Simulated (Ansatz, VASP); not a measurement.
# Two plane-wave programs on SiC

```
CELL_PARAMETERS angstrom
0.00000 2.16263 2.16263
2.16263 0.00000 2.16263
2.10597 2.10597 0.05666
ATOMIC_POSITIONS crystal
Si 0.00000 0.00000 0.00000
C 0.75000 0.75000 0.75000
```

Alike in both runs: task single point; functional PBEsol; k mesh 12 × 12 × 12; occupations gaussian, width 0.05 eV; no spin polarisation.

```csv
,VASP,Ansatz
version,VASP 6.6.1,Ansatz 0.2.0
potentials or method,"VASP PAW PBE potentials, release 64 (Si, C)","scalar-relativistic, plane waves, PAW"
plane-wave cutoff (eV),520,520
valence electrons in the cell,8,8
```

|  | VASP | Ansatz | Ansatz less VASP |
| --- | --- | --- | --- |
| gap on the k mesh at the Fermi level (eV) | 0.99 | 1.00 | +0.015 |
| least direct gap on the mesh (eV) | 4.24 | 4.25 | +0.018 |
| pressure (GPa) | 16.4 | 16.1 | -0.37 |
| largest component of the traceless stress (GPa) | 8.93 | 8.87 | -0.060 |
| rms of the force components (eV/Å) | 0.380 | 0.377 | -0.0030 |

Atom by atom the forces differ by 0.003 eV/Å (rms over components). With one functional, cell and mesh, what is left measures potentials, basis and numerics. Ansatz warned: «pseudo_functional_mismatch».

Caveats: so large a pressure means that the cell lies far from this level's equilibrium, or that cutoff or potentials fall short (VASP); the potentials were made for another functional, which shifts forces and pressure (VASP). A k mesh can miss the band edges.
